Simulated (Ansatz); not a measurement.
The first iterations of a band of a periodic cell of 20 atoms, Be18HC (surface Be(0001), adsorbate CH).

All numbers below come from DFT PBEsol, scalar-relativistic, plane waves, PAW in Ansatz 0.2.0. Settings: cutoff 420 eV, k mesh 5x4x1, gaussian smearing 0.05 eV, no spin polarisation.

```yaml
movable_images: 2
climbing_image: no
spring: 5.0 eV/Å²
optimiser: quadratic models (default)
start_path: default
force_threshold: 0.05 eV/Å
iteration_limit: 30
end_points: relaxed
atoms_held: 1 to 6
```

Initial state:

```xyz
20
Lattice="4.5800 0.0000 0.0000 3.4350 5.9496 0.0000 0.0000 0.0000 16.5884" Properties=species:S:1:pos:R:3
Be 0.000 0.000 1.000
Be 2.290 0.000 1.000
Be 1.145 1.983 1.000
Be 3.435 1.983 1.000
Be 2.290 3.966 1.000
Be 4.580 3.966 1.000
Be -0.026 1.269 2.859
Be 2.292 1.335 2.858
Be 1.168 3.319 2.818
Be 3.511 3.319 2.885
Be 2.244 5.276 2.757
Be 4.515 5.271 2.846
Be -0.254 -0.051 4.780
Be 2.093 0.214 4.674
Be 1.087 2.040 4.601
Be 3.453 1.958 4.657
Be 2.470 3.821 4.714
Be 4.892 4.114 4.781
C 6.333 5.035 5.632
H 6.359 5.065 6.729
```

Final state:

```xyz
20
Lattice="4.5800 0.0000 0.0000 3.4350 5.9496 0.0000 0.0000 0.0000 16.5884" Properties=species:S:1:pos:R:3
Be 0.000 0.000 1.000
Be 2.290 0.000 1.000
Be 1.145 1.983 1.000
Be 3.435 1.983 1.000
Be 2.290 3.966 1.000
Be 4.580 3.966 1.000
Be 0.005 1.300 2.811
Be 2.284 1.360 2.814
Be 1.105 3.278 2.769
Be 3.364 3.300 2.800
Be 2.357 5.295 2.822
Be 4.675 5.243 3.096
Be 0.139 0.031 4.846
Be 2.482 0.296 4.738
Be 1.148 1.997 4.525
Be 3.453 1.948 4.614
Be 1.784 4.192 4.667
Be 4.215 3.719 4.808
C 4.965 5.070 5.209
H 7.656 3.001 5.576
```

| iteration | highest image above the first end (eV) | largest band force component (eV/Å) |
| --- | --- | --- |
| 1 | 3.655 | 6.539 |
| 2 | 2.647 | 2.428 |
| 3 | 2.028 | 0.640 |
| 4 | 1.875 | 0.467 |
| 5 | 1.725 | 0.445 |
| 6 | 1.901 | 0.771 |
| 7 | 2.091 | 0.731 |
| 8 | 2.291 | 0.589 |
| 9 | 2.688 | 0.744 |
| 10 | 2.721 | 0.961 |

Q: Does the band converge within its limit, and where does its top end?

A: The run ended unconverged. It ended after 30 iterations with the highest image 1.949 eV above the first end. The band didn't meet its force threshold, so its energies are provisional: the largest band force was still 1.36 eV/Å, and over the last iterations the top moved between 1.80 and 2.08 eV. Neighbouring images lie up to 3.1 Å apart, so the band is torn or far too coarse. Limits of this set-up: coarse k mesh, thin slab, slab without dipole correction.

Time of the run: 14 min on 1 thread of Arm Neoverse V2 (shared host), peak memory 0.83 GiB.
